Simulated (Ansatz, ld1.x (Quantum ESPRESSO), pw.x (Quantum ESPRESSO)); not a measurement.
## Equation-of-state test of one TM potential (Rb)

- Element: Rb (Z = 37)
- Generator: ld1.x (Quantum ESPRESSO) 7.5
- Type: norm-conserving Troullier–Martins (Kleinman–Bylander form)
- Functional: PBE
- Relativity: scalar-relativistic
- Frozen core: [Kr]
- Valence charge: 1
- Reference configuration: 4d0 5s0.5 5p0 (charge +0.5)
- Partial waves: 5s (bound): rc 4.10 bohr; 5p (bound, empty): rc 4.10 bohr; 4d (bound, empty): rc 4.20 bohr
- Local potential: all-electron potential smoothed inside 3.40 bohr (lloc = -1)
- Core correction: a·sin(br)/r model core inside 4.25 bohr

Crystal test: fcc Rb in pw.x 7.5, no spin, 8³ k-points, Fermi–Dirac smearing 0.01 Ry, cutoffs 50/200 Ry. The reference is all-electron LAPW (Ansatz 0.2.0) with the same functional, mesh and smearing; V0 and B0 come from Birch–Murnaghan fits to the pressures at five volumes. Errors are pseudo minus all-electron; Δ is the rms difference of the E(V) curves that follow from these fits, minima aligned, over ±6 % about the mean V0. Mesh and smearing are coarse, so the numbers serve the comparison and aren't converged zero-temperature values; the lattice is a test structure that the element need not adopt.

All-electron: a0 = 7.166 Å (V0 = 91.99 Å³/atom), B0 = 2.7 GPa.

Q: How far does the potential miss the all-electron equation of state?

A: mean pressure error (GPa): -0.14. The pressure does not cross zero within the volumes sampled, so no fit is given. This is a poor potential for the solid. The logarithmic derivative shows an extra or strongly shifted pseudo pole above the reference energy (s near 0.48 Ry, p near 1.53 Ry).

| V (Å³/atom) | P all-electron (GPa) | P pseudo (GPa) |
| --- | --- | --- |
| 87.503 | 0.15 | -0.00 |
| 89.805 | 0.07 | -0.08 |
| 92.108 | -0.00 | -0.14 |
| 94.411 | -0.07 | -0.20 |
| 96.713 | -0.12 | -0.25 |

Q: At the middle volume, how do free energy and pressure move when the wave cutoff is lowered (ecutrho kept at four times it)?

A:

```tsv
cutoff (Ry)	shift of F (meV/atom)	shift of P (GPa)
22	+0.0	-0.00
30	+0.0	+0.00
40	-0.0	+0.00
```

The run at the middle volume (29 k-points, 7 iterations) took about 11 s on one core of a shared host (Neoverse-V1, 64 threads, 495 GiB, load 22).
